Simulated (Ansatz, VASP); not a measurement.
# KBr: VASP beside Ansatz

Aim: how closely do two programs agree when they are given the same cell, functional and k mesh? The cell is taken from a series of runs on this material, whose earlier steps may have relaxed, scaled, displaced or heated it; both programs get it as it stands.

Method: plane waves, with VASP 6.6.1 beside it; single point at PBEsol, in Ansatz 0.2.0.

### 1. The starting structure

It takes space group Fm-3m (No. 225, cubic). Conventional cell: a = 6.600 Å, b = 6.600 Å, c = 6.600 Å, α = 90.00°, β = 90.00°, γ = 90.00°. Nearest to K lie 6 Br at 3.30 Å. Nearest to Br lie 6 K at 3.30 Å. Farther neighbours and most contacts between anions are not listed.

Coordinates:

```cif
data_structure
_symmetry_space_group_name_H-M 'P 1'
_symmetry_Int_Tables_number 1
_cell_length_a 4.6669
_cell_length_b 4.6669
_cell_length_c 4.6669
_cell_angle_alpha 60.000
_cell_angle_beta 60.000
_cell_angle_gamma 60.000
_cell_volume 71.87
loop_
_atom_site_label
_atom_site_type_symbol
_atom_site_fract_x
_atom_site_fract_y
_atom_site_fract_z
_atom_site_occupancy
K1 K 0.00000 0.00000 0.00000 1
Br2 Br 0.50000 0.50000 0.50000 1
```

### 2. Ansatz: single point, PBEsol

Ansatz runs on norm-conserving files, of PseudoDojo where its log says so.

With cell and atoms fixed, the geometry can't cause a difference; cores, projectors, grids and the points listed under the comparison can.

Input file input.yaml:

```yaml
crystal:
  lattice:
    - [0.0, 3.3, 3.3]
    - [3.3, 0.0, 3.3]
    - [3.3, 3.3, 0.0]
  atoms:
    - { symbol: K, position: [0.0, 0.0, 0.0] }
    - { symbol: Br, position: [0.5, 0.5, 0.5] }
kpoints:
  mp_grid: { grid: [6, 6, 6] }
  band_path:
    path:
      - [[0.0, 0.0, 0.0], [0.5, 0.0, 0.5], [0.5, 0.25, 0.75], [0.375, 0.375, 0.75], [0.0, 0.0, 0.0], [0.5, 0.5, 0.5], [0.625, 0.25, 0.625], [0.5, 0.25, 0.75], [0.5, 0.5, 0.5], [0.375, 0.375, 0.75]]
      - [[0.625, 0.25, 0.625], [0.5, 0.0, 0.5]]
    npoints: 6
scf:
  occupations: { method: fixed }
  n_extra_bands: 6
hamiltonian:
  xc: pbesol
  pseudopotentials: { kind: nc }
output:
  optics:
    e_range: [0, 14]
    de: 0.025
    sigma: 0.1
    nscf_kmesh: { grid: [10, 10, 10] }
    kdotp_interpolation: "on"
    bands: { spectra_wanted_up_to: 14 }
  write_bands: true
```

Run with:

```bash
$ ansatz run input.yaml --threads 4 --pin off --max-ram 8192MiB --backend cpu --events-out ev --progress --plain --runs-dir out
```

Numbers of over 12 decimals in the logs are rounded to 6 here.

Output:

```text
scf.n_extra_bands = 6 over 8 filled bands (N_el = 16.0): the run solves 14 bands
Engine: ansatz 0.2.0, x86_64-unknown-linux-gnu
Pseudopotentials: kind: nc
Pseudopotential: K, nc, valence charge 9, recommended cutoff 1006.821291 eV (normal), K.nc.azcp (PseudoDojo's, or run here from an input of PseudoDojo's: the run reads no file of this project's for it)
Pseudopotential: Br, nc, valence charge 7, recommended cutoff 625.861884 eV (normal), Br.nc.azcp (PseudoDojo's, or run here from an input of PseudoDojo's: the run reads no file of this project's for it)
Functional definition: PBEsol
  exchange = pbesol_x
  correlation = pbesol_c
Crystal: 2 atoms, lattice volume = 71.874 Å³
Basis set: ecut = 1006.821291 eV, 5161 PW (Γ)
Bands: 14, of which v1, the nominal top of the filled ones, is band 8 counted from 1 (7 counted from 0)
Symmetry: 48 space group operations
Space group: Fm-3m (ITA 225), of the structure as read, at distance tolerance 4.2e-5 Å
k-points: 16 of 216
Non-local potential: K, projectors of the file, l = 0: 2, l = 1: 2, l = 2: 2
Non-local potential: Br, projectors of the file, l = 0: 2, l = 1: 2, l = 2: 2
Initial density: superposition of atomic densities (chi_scale 0.1, normalization cell, long waves kept (reshape's long-wave potential 0.00 eV rms))
Initial wavefunctions: pseudopotential atomic-orbital guess
Functional: x = pbesol(κ = 0.804, μ = 0.123457), c = pbesol(β = 0.046)
SCF iter   1: F=—  HF=-1248.082705 eV  |F-HF|=—  |Δ(HF+E_count)|=         —  Δρ=3.64e-2  dr2=1.57e0  ethr=3.10e-3  ⟨swp⟩=6.6  Hψ=1379  notcnv=0  defer=61
preconditioner: auto → none  [insulator: Δε(μ)=3.219 eV  Ē_g=15.258 eV  n_scr=14 (ndim 8)  ℏωp=16.4 eV  f_vac=0.000  ε∞_Penn≈2.2]
SCF iter   2: F=—  HF=-1247.395116 eV  |F-HF|=—  |Δ(HF+E_count)|=   6.88e-1  Δρ=8.08e-3  dr2=7.55e-2  ethr=3.10e-3  ⟨swp⟩=4.0  Hψ=640  notcnv=0  defer=59
SCF iter   3: F=—  HF=-1247.384656 eV  |F-HF|=—  |Δ(HF+E_count)|=   1.05e-2  Δρ=3.72e-3  dr2=9.95e-3  ethr=4.72e-4  ⟨swp⟩=3.4  Hψ=354  notcnv=0  defer=62
SCF iter   4: F=—  HF=-1247.388107 eV  |F-HF|=—  |Δ(HF+E_count)|=   3.45e-3  Δρ=9.65e-4  dr2=1.09e-3  ethr=6.22e-5  ⟨swp⟩=3.6  Hψ=294  notcnv=0  defer=62
SCF iter   5: F=—  HF=-1247.388811 eV  |F-HF|=—  |Δ(HF+E_count)|=   7.04e-4  Δρ=1.39e-4  dr2=2.14e-5  ethr=6.80e-6  ⟨swp⟩=3.9  Hψ=386  notcnv=0  defer=62
SCF iter   6: F=—  HF=-1247.388798 eV  |F-HF|=—  |Δ(HF+E_count)|=   1.29e-5  Δρ=2.41e-5  dr2=4.91e-7  ethr=1.34e-7  ⟨swp⟩=2.1  Hψ=370  notcnv=0  defer=62
SCF iter   7: F=-1247.388798 eV  HF=-1247.388798 eV  |F-HF|=7.28e-9  |Δ(HF+E_count)|=   1.36e-7  Δρ=3.53e-6  dr2=1.02e-8  ethr=6.25e-10  ⟨swp⟩=12.3  Hψ=1748  notcnv=0
SCF 1 converged in 7 iterations: F = -1247.388798 eV  dr2 = 1.02e-8
NSCF: frozen V_eff on 62 k-points
NSCF: frozen V_eff on 47 k-points
[...]
output.optics: what the bands over the 28 summed would add to eps1, eps2 and the energy-loss function is held between a lower and an upper bound (11 Lanczos steps). eps1, eps2 and their loss function (loss_summed_bands) are given on every row as the summed bands alone make them. Along an axis, on a row where the two bounds hold the loss function to about 1 % of the greater of itself and 0.5 % of |1/eps|, its cell (loss_completed) is given, with the completed eps1 and eps2 that it is formed of (a cell that is left empty reads nan in the table and null in the record). The two bounds hold it so along every axis on all 561 rows up to 14.000 eV. [rest of the remark cut]
SCF converged after 7 iterations
Free energy (F): -1247.388798 eV
Harris-Foulkes:  -1247.388798 eV  (|F-HF|=7.28e-9)
Internal energy: -1247.388798 eV  (E = F + TS)
E sigma→0 (E₀):  -1247.388798 eV
Fermi energy:    1.027835 eV
--- Per-component energies (eV) ---
  E_band       = -133.368829
  E_kinetic    = 399.342239
  E_local      = -971.580517  (includes V_loc(G=0)·N_el)
  E_nonlocal   = 176.527761
  E_hartree    = 261.496748
  E_xc         = -313.189182
  E_vxc        = -260.650695  (∫ρ·V_xc dr)
  E_ewald      = -799.985846
  E_smearing   = -0.000000  (= −TS)
  E_closure    = -0.000000  (closes the sum)
  Σ components = -1247.388798   (vs F -1247.388798, Δ=0.00e0)
--- Band table (eV; the first three rows and the last of 16) ---
  k-point 0: bands = [... 4 lower, -10.1275, 1.0278, 1.0278, 1.0278, 5.3099, 8.5633, 8.5633, 8.5633, ... 2 higher]
  k-point 1: bands = [... 4 lower, -10.0649, 0.6508, 0.9373, 0.9373, 5.9743, 8.4041, 8.8889, 8.8889, ... 2 higher]
  k-point 2: bands = [... 4 lower, -9.9502, 0.0661, 0.7675, 0.7675, 7.0830, 8.6413, 9.7573, 9.7573, ... 2 higher]
  k-point 15: bands = [... 4 lower, -10.0698, 0.3050, 0.5417, 0.5700, 7.5149, 8.8574, 9.2060, 10.1904, ... 2 higher]
```

In the SCF lines HF is the Harris–Foulkes energy and dr2 the Hartree energy of the density residual, in eV; the loop may stop once dr2 is under the threshold and the program's other checks hold. Hψ counts applications of the Hamiltonian.

### 3. VASP: single point, PBEsol

The same cell, functional and mesh now go to VASP, with its own data sets.

Lines of VASP's logs that name or quote its potential files are left out, and so is its time.

Input file INCAR:

```
SYSTEM = KBr
PREC = Accurate
ENCUT = 400
EDIFF = 1E-06
NELM = 120
ISMEAR = 0
SIGMA = 0.01
LREAL = .FALSE.
ALGO = Normal
GGA = PS
NBANDS = 14
LORBIT = 11
LWAVE = .FALSE.
LCHARG = .FALSE.
ISIF = 2
LASPH = .TRUE.
GGA_COMPAT = .FALSE.
EFERMI = MIDGAP
```

Input file POSCAR:

```
KBr
1.0
    0.0000000000      3.3000000000      3.3000000000
    3.3000000000      0.0000000000      3.3000000000
    3.3000000000      3.3000000000      0.0000000000
K Br
1 1
Direct
    0.0000000000      0.0000000000      0.0000000000
    0.5000000000      0.5000000000      0.5000000000
```

Input file KPOINTS:

```
Automatic mesh
0
Gamma
6 6 6
0 0 0
```

PAW data sets: K_sv and Br (PBE family, release 64).

Run with:

```bash
$ mpirun -np 1 vasp_std
```

Output:

```text
[banner, memory and clock lines left out]
running    1 mpi-ranks, on    1 nodes
 distrk:  each k-point on    1 cores,    1 groups
 distr:  one band on    1 cores,    1 groups

 POSCAR found type information on POSCAR K Br
 POSCAR found :  2 types and       2 ions
|                                                                             |
|               ----> ADVICE to this user running VASP <----                  |
|                                                                             |
|     You enforced a specific xc type in the INCAR file but a different       |
|     [... a line on the potential file left out ...]
|     I HOPE YOU KNOW WHAT YOU ARE DOING!                                     |
|                                                                             |

 LDA part: xc-table for (Slater+PW92), standard interpolation
 POSCAR, INCAR and KPOINTS ok, starting setup
 FFT: planning ... GRIDC
 FFT: planning ... GRID_SOFT
 FFT: planning ... GRID
 WAVECAR not read
 entering main loop
       N       E                     dE             d eps       ncg     rms          rms(c)
DAV:   1     0.861188951565E+02    0.86119E+02   -0.59920E+03   448   0.818E+02
DAV:   2    -0.103027496521E+01   -0.87149E+02   -0.82590E+02   578   0.215E+02
DAV:   3    -0.641919880850E+01   -0.53889E+01   -0.53653E+01   600   0.490E+01
DAV:   4    -0.662236603834E+01   -0.20317E+00   -0.20311E+00   682   0.867E+00
DAV:   5    -0.662418037580E+01   -0.18143E-02   -0.18143E-02   588   0.882E-01    0.306E+00
DAV:   6    -0.646317963577E+01    0.16100E+00   -0.22397E-01   538   0.240E+00    0.228E+00
DAV:   7    -0.645025518758E+01    0.12924E-01   -0.99561E-02   580   0.173E+00    0.110E+00
DAV:   8    -0.645758268922E+01   -0.73275E-02   -0.11554E-02   546   0.798E-01    0.146E-01
DAV:   9    -0.645795474215E+01   -0.37205E-03   -0.49348E-04   608   0.124E-01    0.819E-02
DAV:  10    -0.645835882626E+01   -0.40408E-03   -0.48400E-04   454   0.128E-01    0.278E-02
DAV:  11    -0.645836062738E+01   -0.18011E-05   -0.11918E-05   674   0.181E-02    0.935E-03
DAV:  12    -0.645836346709E+01   -0.28397E-05   -0.24773E-06   464   0.111E-02    0.453E-03
DAV:  13    -0.645836393381E+01   -0.46672E-06   -0.61662E-07   416   0.443E-03
   1 F= -.64583639E+01 E0= -.64583639E+01  d E =0.000000E+00
```

Parts of OUTCAR (step 3):

```text
ion  position               nearest neighbor table
   1  0.000  0.000  0.000-   2 3.30   2 3.30   2 3.30   2 3.30   2 3.30   2 3.30
   2  0.500  0.500  0.500-   1 3.30   1 3.30   1 3.30   1 3.30   1 3.30   1 3.30

  LATTYP: Found a face centered cubic cell.
 ALAT       =     6.6000000000

 Subroutine GETGRP returns: Found 48 space group operations
 (whereof 48 operations were pure point group operations)

The static configuration has the point symmetry O_h .

 Found     16 irreducible k-points:

   k-points           NKPTS =     16   k-points in BZ     NKDIM =     16   number of bands    NBANDS=     14

   dimension x,y,z NGX =    30 NGY =   30 NGZ =   30
   dimension x,y,z NGXF=    60 NGYF=   60 NGZF=   60

   ENCUT  =  400.0 eV  29.40 Ry    5.42 a.u.   7.61  7.61  7.61*2*pi/ulx,y,z

   NELECT =      16.0000    total number of electrons

 k-points in reciprocal lattice and weights: Automatic mesh
   0.00000000  0.00000000  0.00000000       0.005
   0.16666667  0.00000000  0.00000000       0.037
   0.33333333  0.00000000  0.00000000       0.037
   0.50000000  0.00000000  0.00000000       0.019
   0.16666667  0.16666667  0.00000000       0.028
   0.33333333  0.16666667  0.00000000       0.111
   0.50000000  0.16666667  0.00000000       0.111
  -0.33333333  0.16666667  0.00000000       0.111
  -0.16666667  0.16666667  0.00000000       0.056
[...]
-0.33333333  0.33333333  0.16666667       0.111
  -0.33333333  0.50000000  0.16666667       0.056

 average (electrostatic) potential at core
       1 -36.6360       2 -64.8470

 E-fermi :   0.3130

 k-point     1 :       0.0000    0.0000    0.0000
  band No.  band energies     occupation
    ...
      4     -12.9809      2.00000
      5     -12.9809      2.00000
      6      -1.8263      2.00000
      7      -1.8263      2.00000
      8      -1.8263      2.00000
      9       2.4522      0.00000
     10       5.7025      0.00000
     11       5.7025      0.00000
     12       5.7025      0.00000
     13       6.5408      0.00000
    ...

 k-point     2 :       0.1667    0.0000    0.0000
  band No.  band energies     occupation
    ...
      4     -12.9823      2.00000
      5     -12.9179      2.00000
      6      -2.2045      2.00000
      7      -1.9169      2.00000
      8      -1.9169      2.00000
      9       3.1174      0.00000
     10       5.5442      0.00000
     11       6.0297      0.00000
     12       6.0297      0.00000
     13       6.9007      0.00000
    ...

 k-point     3 :       0.3333    0.0000    0.0000
  band No.  band energies     occupation
    ...
      4     -12.9852      2.00000
      5     -12.8025      2.00000
      6      -2.7905      2.00000
      7      -2.0868      2.00000
      8      -2.0868      2.00000
      9       4.2265      0.00000
     10       5.7848      0.00000
     11       6.9044      0.00000
     12       6.9044      0.00000
     13       7.8045      0.00000
    ...

  Total       -0.1338231     -0.1338231     -0.1338231      0.0000000     -0.0000000      0.0000000
  in kB       -2.9831138     -2.9831138     -2.9831138      0.0000000     -0.0000000      0.0000000
  external PRESSURE =      -2.9831138 kB  Pullay stress =       0.0000000 kB

  energy-cutoff  :      400.00
  volume of cell :       71.87
      direct lattice vectors                 reciprocal lattice vectors
     0.000000000  3.300000000  3.300000000    -0.151515152  0.151515152  0.151515152
     3.300000000  0.000000000  3.300000000     0.151515152 -0.151515152  0.151515152
     3.300000000  3.300000000  0.000000000     0.151515152  0.151515152 -0.151515152

 POSITION                                       TOTAL-FORCE (eV/Angst)
 -----------------------------------------------------------------------------------
      0.00000      0.00000      0.00000         0.000000      0.000000      0.000000
      3.30000      3.30000      3.30000        -0.000000     -0.000000     -0.000000
 -----------------------------------------------------------------------------------
    total drift:                               -0.000000      0.000000      0.000000

  FREE ENERGIE OF THE ION-ELECTRON SYSTEM (eV)
  ---------------------------------------------------
  free  energy   TOTEN  =        -6.4583639338 eV

  energy  without entropy=       -6.4583639338  energy(sigma->0) =       -6.45836393

 total charge
# of ion       s       p       d       tot
------------------------------------------
    1        1.956   5.566   0.025   7.546
    2        1.592   3.282   0.001   4.874
--------------------------------------------------
tot          3.548   8.847   0.026  12.421

[... 3 further parts left out ...]
```

The run ends at a pressure of -0.30 GPa.

### 4. Differences

Known differences besides the potentials themselves: fixed occupations in Ansatz, narrow Gaussian smearing in VASP; the cutoff is 1006.82 eV in Ansatz and 400 eV in VASP. Total energies have different zeros and are not compared.

The two programs side by side:

```csv
quantity,Ansatz,VASP,difference
gap on the k mesh (eV),4.282,4.279,+0.004
```

A gap on the mesh is an upper bound, since the band edges may lie between its points.

### 5. Summary of results

```yaml
difference_in_gap_on_the_k_mesh_single_point_pbesol: 0.0036 eV
```

In words: The difference in gap on the k mesh is 0.0036 eV (single point, PBEsol), within the 0.08 eV picked in this series as the mark of a large difference. How closely two codes agree says nothing of how well the functional describes the real material.

[Lines on the potential files, build, host, timing and source positions are cut from VASP's logs without a mark.]

[Logs are printed without paths, hosts, clocks, repeated set-up lines and the standing remarks that a program may print on its own settings, such as how far it seeks lower states.]

[Hosts, paths, dates, database ids (printed as entryN), source tags and the programs' standing remarks are cut or masked in the printed files.]
